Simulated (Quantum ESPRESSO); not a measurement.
**TiC under changes of volume**

One of the cells (10.158 Å³/atom); the others are scaled copies at fixed shape and fractional positions:

```
Ti C
1.0
     0.00000    2.16572    2.16572
     2.16572    0.00000    2.16572
     2.16572    2.16572    0.00000
Ti C
1 1
Direct
  0.00000 0.00000 0.00000
  0.50000 0.50000 0.50000
```

The cell is a database's computed one.

- Program: Quantum ESPRESSO 7.5
- Functional: PBE
- Potentials or basis: SSSP 1.3 efficiency PBE
- Cutoff: 748 eV
- Density cutoff: 5987 eV
- k mesh: 11 × 11 × 11
- Occupations: fermi-dirac, width 0.05 eV
- Spin: no spin polarisation

```csv
volume (Å³/atom),energy over the lowest point (meV/atom),pressure (GPa)
9.548,?,?
9.752,14.47,11.4
9.955,3.69,5.5
10.158,0.00,0.2
10.361,2.71,-4.6
10.564,11.21,-8.9
10.767,24.95,-12.8
```

**Question.** What does the run at 9.548 Å³/atom give?

**Answer.** Energy over the lowest point 33.09 meV/atom; pressure 17.9 GPa.

Worked out: A Birch-Murnaghan fit of order 3 (a polynomial in V^(-2/3)) to the other rows has its minimum at 10.17 Å³/atom with B0 = V·E''(V) = 251 GPa and B' = 4.1. It gives 33.20 meV/atom at 9.548 Å³/atom, against the run's 33.09, and -dE/dV = 18.0 GPa, against 17.9.

Energies are extrapolated to zero smearing.
